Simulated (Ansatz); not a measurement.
Density of states of SrO (P6_3/mmc, a = 4.290 Å, b = 4.290 Å, c = 5.184 Å, α = 90.00°, β = 90.00°, γ = 120.00°), in states per eV and primitive cell, averaged over bins of 0.5 eV. Computed with DFT PBE, scalar-relativistic, plane waves, PAW in Ansatz.

Cutoff 420 eV; k points 6×6×6 on the computed 4-atom cell (Γ-centred); Gaussian smearing, width 0.02 eV; no spin polarisation.

The cell is relaxed at this level. The states (both spins) are summed by tetrahedra on a 9×9×9 mesh at the self-consistent density. Energies are bin centres; the table starts no lower than −8 eV and ends at 6 eV, or lower where the solved bands end.

The gap is 2.61 eV at this level, with the zero inside it.

```csv
E − E_F (eV),total,O 2p,Sr 5s,Sr 4p,O 2s
-2.70,5.42,4.38,0.70,0.04,0.03
-2.20,9.10,8.24,0.21,0.10,0.01
-1.70,9.37,8.69,0.02,0.22,0.00
-1.20,0.11,0.11,0.00,0.00,0.00
-0.70,0.00,0.00,0.00,0.00,0.00
-0.20,0.00,0.00,0.00,0.00,0.00
0.30,0.00,0.00,0.00,0.00,0.00
0.80,0.00,0.00,0.00,0.00,0.00
1.30,0.01,0.00,0.01,0.00,0.00
1.80,0.13,0.01,0.08,0.00,0.02
2.30,0.31,0.03,0.17,0.00,0.03
2.80,2.07,0.18,0.57,0.01,0.06
3.30,2.87,0.25,0.65,0.02,0.05
3.80,1.88,0.15,0.46,0.01,0.02
4.30,1.03,0.04,0.18,0.00,0.01
4.80,1.27,0.03,0.05,0.00,0.00
5.30,1.60,0.04,0.16,0.00,0.02
```

The columns after the total are the main Löwdin projections on the occupied valence shells of the potentials; 1 other is left out. The rest of the total lies in those, in shells that are empty in the free atom, which aren't projected, and between the atoms.

This form isn't the usual stable structure of the compound.

Cost: 1 run of about 0.66 core-minutes, on Intel Xeon 6975P-C (Granite Rapids) (shared hosts).